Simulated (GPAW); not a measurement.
# PtSe2 (Sudovikovite) (P-3m1) in GPAW: single point with LDA

Aim: the single point of PtSe2 (Sudovikovite) with LDA.

All numbers are computed with GPAW 26.7.0; they aren't measurements. Logs are shortened: lines on timing, memory, paths and dates and some standing lists are left out, and cuts for length are marked. The log counts tension as positive stress, the text compression.

### Step 1. The crystal as given

The structure is trigonal, space group P-3m1 (No. 164). The conventional cell has a = 3.724 Å, b = 3.724 Å, c = 5.062 Å, α = 90.00°, β = 90.00°, γ = 120.00°. Pt (site symmetry -3m) is surrounded by 6 Se at 2.49 Å. Se (site symmetry 3m) has 3 Pt at 2.49 Å as nearest neighbours.

### Step 2. Single point, LDA

run.py reads:

```python
from ase import Atoms
from ase.dft.bandgap import bandgap
from ase.io import write
from ase.units import GPa
from gpaw import GPAW, PW

atoms = Atoms(['Pt', 'Se', 'Se'],
              cell=[[3.724, 0.0, 0.0],
                    [-1.862, 3.2250786037, 0.0],
                    [0.0, 0.0, 5.062]],
              scaled_positions=[[0.0, 0.0, 0.0],
                                [0.6666666667, 0.3333333333, 0.75],
                                [0.3333333333, 0.6666666667, 0.25]],
              pbc=True)

calc = GPAW(mode=PW(400),
            xc='LDA',
            kpts={'size': (7, 7, 4), 'gamma': True},
            occupations={'name': 'fermi-dirac', 'width': 0.05},
            nbands=26,
            convergence={'density': 1e-05, 'energy': 1e-05},
            maxiter=80,
            txt='gpaw.txt')
atoms.calc = calc
energy = atoms.get_potential_energy()
forces = atoms.get_forces()
stress = atoms.get_stress()
calc.write('gs.gpw')
write('result.traj', atoms)
print(f'Energy: {energy:.6f} eV')
print('Forces (eV/A):')
print(forces.round(4))
print('Stress (GPa):', (stress / GPa).round(3))
print('Fermi level:', round(calc.get_fermi_level(), 4), 'eV')
print(f'Gap: {bandgap(calc)[0]:.4f} eV, direct: {bandgap(calc, direct=True)[0]:.4f} eV')
```

Potentials or basis: the program's PAW data sets (release 1.2.1) made for this functional, pw.

Started as:

```bash
> OMP_NUM_THREADS=1 python run.py
```

gpaw.txt:

```text
__  _  _
 | _ |_)|_||  |
 |__||  | ||/\| - 26.7.0

Input parameters:
  mode=PW(ecut=400.0),
  convergence={'density': 1e-05, 'energy': 1e-05},
  kpts=MonkhorstPack(size=(7, 7, 4), gamma=True),
  maxiter=80,
  nbands=26,
  occupations=Occupations(name='fermi-dirac', width=0.05),
  xc=XC(name='LDA')

Diagonalizing LCAO Hamiltonian
Converting LCAO to pw mode

            Se

        Se

       Pt

Atoms  # Å, Bohr magnetons
|   | symbol |         x |        y |        z |    initial magnetic moments |
|---|--------|-----------|----------|----------|-----------------------------|
| 0 |     Pt |  0.000000 | 0.000000 | 0.000000 | ( 0.0000,  0.0000,  0.0000) |
| 1 |     Se |  1.862000 | 1.075026 | 3.796500 | ( 0.0000,  0.0000,  0.0000) |
| 2 |     Se | -0.000000 | 2.150052 | 1.265500 | ( 0.0000,  0.0000,  0.0000) |

Unit cell  # Å
| periodic |         x |        y |        z |  lengths |     angles |
|----------|-----------|----------|----------|----------|------------|
|      yes |  3.724000 | 0.000000 | 0.000000 | 3.724000 |  90.000000 |
|      yes | -1.862000 | 3.225079 | 0.000000 | 3.724000 |  90.000000 |
|      yes |  0.000000 | 0.000000 | 5.062000 | 5.062000 | 120.000000 |

Number of symmetries: 12
Symmetry operations  # r_c * U_cc + t_c -> r_c
|    | kind |            matrix            |
|----|------|------------------------------|
|  0 |  σ   |  1, 1, 0,  0,-1, 0,  0, 0, 1 |
|  1 |  S6  |  1, 1, 0, -1, 0, 0,  0, 0,-1 |
|  2 |  E   |  1, 0, 0,  0, 1, 0,  0, 0, 1 |
|  3 |  C2  |  1, 0, 0, -1,-1, 0,  0, 0,-1 |
|  4 |  C2  |  0, 1, 0,  1, 0, 0,  0, 0,-1 |
|  5 |  C3  |  0, 1, 0, -1,-1, 0,  0, 0, 1 |
|  6 |  S6  |  0,-1, 0,  1, 1, 0,  0, 0,-1 |
|  7 |  σ   |  0,-1, 0, -1, 0, 0,  0, 0, 1 |
|  8 |  σ   | -1, 0, 0,  1, 1, 0,  0, 0, 1 |
|  9 |  i   | -1, 0, 0,  0,-1, 0,  0, 0,-1 |
| 10 |  C3  | -1,-1, 0,  1, 0, 0,  0, 0, 1 |
| 11 |  C2  | -1,-1, 0,  0, 1, 0,  0, 0,-1 |

BZ-sampling:
  Number of BZ points: 196
  Number of IBZ points: 28

  Monkhorst-Pack size: [7, 7, 4]
  Monkhorst-Pack shift: [0.0, 0.0, 0.125]

K-points  # in reciprocal-cell coordinates
|     |                                coordinates |     weight |
|-----|--------------------------------------------|------------|
|   0 | (  0.00000000,   0.00000000,   0.00000000) | 0.00510204 |
|   1 | (  0.00000000,   0.00000000,   0.25000000) | 0.01020408 |
|   2 | (  0.00000000,   0.00000000,   0.50000000) | 0.00510204 |
|   3 | (  0.14285714,   0.00000000,  -0.25000000) | 0.03061224 |
|   4 | (  0.14285714,   0.00000000,   0.00000000) | 0.03061224 |
|   5 | (  0.14285714,   0.00000000,   0.25000000) | 0.03061224 |
|   6 | (  0.14285714,   0.00000000,   0.50000000) | 0.03061224 |
|   7 | (  0.28571429,  -0.14285714,   0.00000000) | 0.03061224 |
|   8 | (  0.28571429,  -0.14285714,   0.25000000) | 0.06122449 |
|   9 | (  0.28571429,  -0.14285714,   0.50000000) | 0.03061224 |
| ... |                                            |            |
|  27 | (  0.42857143,   0.42857143,   0.50000000) | 0.03061224 |

Plane wave coefficients: 1121
Cutoff: 400.0 eV

Spin-components: 1 (collinear spins)
Bands:           26
Projectors:      16
Spin-degeneracy: 2
Datatype:        complex128

Density:
  Valence electrons: 28.0
  Components: 1
  Grid points: [18 18 24]
  Charge: 0.0  # |e|

Potential:
  Grid points: [18 18 24]

species:
  Pt:
    name:    Platinum
    Z:       78.0
    valence: 16
    core:    62
    charge:  0.0  # [|e|]
    compensation charges:
      type: gauss
      rc: 0.41  # [Å]
      lmax: 2
    cutoffs:
      filter: 2.26  # [Å]
      core: 2.26  # [Å]
    projectors
    | kind |    occ | energy [eV] | rcut [Å] |
    |------|--------|-------------|----------|
    |   6s |  1.000 |      -5.930 |    1.307 |
    |   5p |  6.000 |     -56.318 |    1.371 |
    |   6p |  0.000 |      -0.962 |    1.371 |
    |   5d |  9.000 |      -6.387 |    1.307 |
    |    s |        |      21.281 |    1.307 |
    |    d |        |      20.825 |    1.307 |

    Using partial waves for Pt as LCAO basis

  Se:
    name:    Selenium
    Z:       34.0
    valence: 6
    core:    28
    charge:  0.0  # [|e|]
    compensation charges:
      type: gauss
      rc: 0.27  # [Å]
      lmax: 2
    cutoffs:
      filter: 1.77  # [Å]
      core: 2.67  # [Å]
    projectors
    | kind |    occ | energy [eV] | rcut [Å] |
    |------|--------|-------------|----------|
    |   4s |  2.000 |     -17.472 |    0.847 |
    |   4p |  4.000 |      -6.656 |    1.005 |
    |    s |        |       9.739 |    0.847 |
    |    p |        |      20.555 |    1.005 |
    |    d |        |       0.000 |    0.847 |

    Using partial waves for Se as LCAO basis

Reference energy: -632131.096150  # eV

eigensolver:
  PPCG
  Converge bands: occupied
  niter=2

density mixing:
  MSR1-Mixer
  Pratt-step length: 0.05
  Maximum mixing coefficient: 0.75
  Old densities: 10
  SVD Regularization: 0.005
  Good broyden scale: 1.0
  Trust region scale: 1.0
  Backstep threshold: 4.0
  History deletion threshold: 6.0
  Fourier metric: weight=20.0, sigma=0.015

occupation numbers:
  Fermi-Dirac:
    width: 0.0500  # eV

poisson solver:
  ecut: 3200.0  # eV

xc functional:
  name: None

convergence criteria:
- Maximum integral of absolute [dens]ity change: 1e-05 electrons / valence electron
- Maximum [total energy] change in last 3 cyles: 1e-05 eV / valence electron
- Maximum integral of absolute [eigenst]ate change: 4e-08 eV^2 / valence electron
maximum number of iterations: 80

SCF iterations
|iter     | |      energy | eigst |  dens |
|---------|-|-------------|-------|-------|
|iter:   1| |  -18.389618 | +0.08 |       |
|iter:   2| |  -18.046703 | -2.10 | -1.13 |
|iter:   3| |  -17.457096 | -1.90 | -1.20 |
|iter:   4| |  -17.408703 | -3.44 | -1.60 |
|iter:   5| |  -17.387725 | -3.63 | -1.88 |
|iter:   6| |  -17.386985 | -4.81 | -2.64 |
|iter:   7| |  -17.386942 | -5.49 | -3.17 |
|iter:   8| |  -17.386945c| -6.84 | -3.93 |
|iter:   9| |  -17.386946c| -8.05c| -4.62 |
|iter:  10| |  -17.386946c| -8.00c| -4.98 |
|iter:  11| |  -17.386946c| -8.87c| -5.99c|

Converged in 11 steps
Energy contributions relative to reference atoms: (reference = -632131.096150)

Energy contributions:
  Kinetic:           7.446131
  Coulomb:          -8.543036
  Zero:             -0.656407
  External:          0.000000
  Xc:              -15.630271
  Entropy:          -0.006725
  Spinorbit:         0.000000
  ----------------------------
  Free energy:     -17.390309
  Extrapolated:    -17.386946

dipole moment: (-6.436407, -11.148185, -17.497903)  # |e|*Ang

Fermi level: 7.936
Eigenvalues  # (at kpt = [0.000, 0.000, 0.000])
| band index |      eig [eV] | occ [0-2] |
|------------|---------------|-----------|
|          0 |       -45.837 |     2.000 |
|        ... |               |           |
|          5 |         0.858 |     2.000 |
|          6 |         1.571 |     2.000 |
|          7 |         1.571 |     2.000 |
|          8 |         4.035 |     2.000 |
|          9 |         4.035 |     2.000 |
|         10 |         5.484 |     2.000 |
[... 8 lines left out ...]
|         19 |        15.332 |     0.000 |
|         20 |        19.806 |     0.000 |
|        ... |               |           |
|         25 |        20.585 |     0.000 |

No gap
No difference between direct/indirect transitions

Forces  # eV/Ang
|        x |        y |        z |
|----------|----------|----------|
|  0.00000 |  0.00000 |  0.00000 |  # Pt   0
| -0.00000 |  0.00000 | -0.18455 |  # Se   1
| -0.00000 | -0.00000 |  0.18455 |  # Se   2

Stress tensor  # eV/Ang^3
|         x |         y |        z |
|-----------|-----------|----------|
|  0.007150 | -0.000000 | 0.000000 |
| -0.000000 |  0.007150 | 0.000000 |
|  0.000000 |  0.000000 | 0.013711 |

# Writing to gs.gpw (mode='')
```

Run time: 20 s. Hardware: 1 thread of Arm Neoverse V1, shared host; peak memory 0.15 GiB.

These settings aren't checked as converged: the numbers below hold their error.

Results:

| Quantity | Value |
| --- | --- |
| Free energy | -17.3903 eV |
| Pressure | -1.5 GPa |
| Largest force | 0.185 eV/Å |
| Band gap on the k mesh | none (metal or under the smearing width) |

Caveat: the cutoff is short for stress and forces, so pressures can be off by a GPa or more.
